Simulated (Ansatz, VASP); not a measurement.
# One calculation of Cr, two programs

```xyz
4
Lattice="2.7166 0.0000 0.0000 -1.3583 2.3527 0.0000 0.0000 0.0000 8.7617" Properties=species:S:1:pos:R:3 pbc="T T T"
Cr    0.0000    0.0000    0.0000
Cr    0.0000    0.0000    4.3808
Cr    0.0000    1.5684    6.5713
Cr    1.3583    0.7842    2.1904
```

Alike in both runs: task single point; functional PBEsol; k mesh 9 × 9 × 2; occupations gaussian, width 0.1 eV; collinear spin.

|  | VASP | Ansatz |
| --- | --- | --- |
| version | VASP 6.6.1 | Ansatz 0.2.0 |
| potentials or method | VASP PAW PBE potentials, release 64 (Cr_pv) | scalar-relativistic, plane waves, PAW |
| plane-wave cutoff (eV) | 520 | 420 |
| valence electrons in the cell | 48 | 56 |

```csv
,VASP,Ansatz,Ansatz less VASP
gap on the k mesh at the Fermi level (eV),none,none,-
net moment per atom (μB),0.75,0.76,+0.007
size of the moment on the site where the two differ most (μB),1.27,1.17,-0.098
```

Site moments also hang on the region over which each program counts them. A gap of «none» marks a metal or a gap that the smearing closes. The two sets of potentials don't hold the same shells in valence.
